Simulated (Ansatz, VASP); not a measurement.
**One calculation of SiC, two programs**

```xyz
2
Lattice="0.0000 2.0127 2.0127 2.0127 0.0000 2.0127 2.0127 2.0127 0.0000" Properties=species:S:1:pos:R:3 pbc="T T T"
Si    0.0000    0.0000    0.0000
C     2.0127    2.0127    2.0127
```

The cell was built by a generator and needn't be a form met in nature.

Alike in both runs: task relaxation of cell and atoms; functional r2SCAN; k mesh 18 × 18 × 18; occupations gaussian, width 0.1 eV; no spin polarisation.

|  | VASP | Ansatz |
| --- | --- | --- |
| version | VASP 6.6.1 | Ansatz 0.2.0 |
| potentials or method | VASP PAW PBE potentials, release 64 (Si, C) | scalar-relativistic, plane waves, PAW |
| plane-wave cutoff (eV) | 600 | 500 |
| valence electrons in the cell | 8 | 8 |

```tsv
	VASP	Ansatz	Ansatz less VASP
gap on the k mesh at the Fermi level, each at its own relaxed structure (eV)	none	none	-
relaxed volume (Å³/atom)	8.16	8.16	-0.003
relaxed cell length with the largest relative difference (Å)	2.847	2.847	-0.0003
```

A gap of «none» marks a metal or a gap that the smearing closes.

Caveats: the PAW data sets were made with another functional, which shifts forces and pressure a little (VASP).
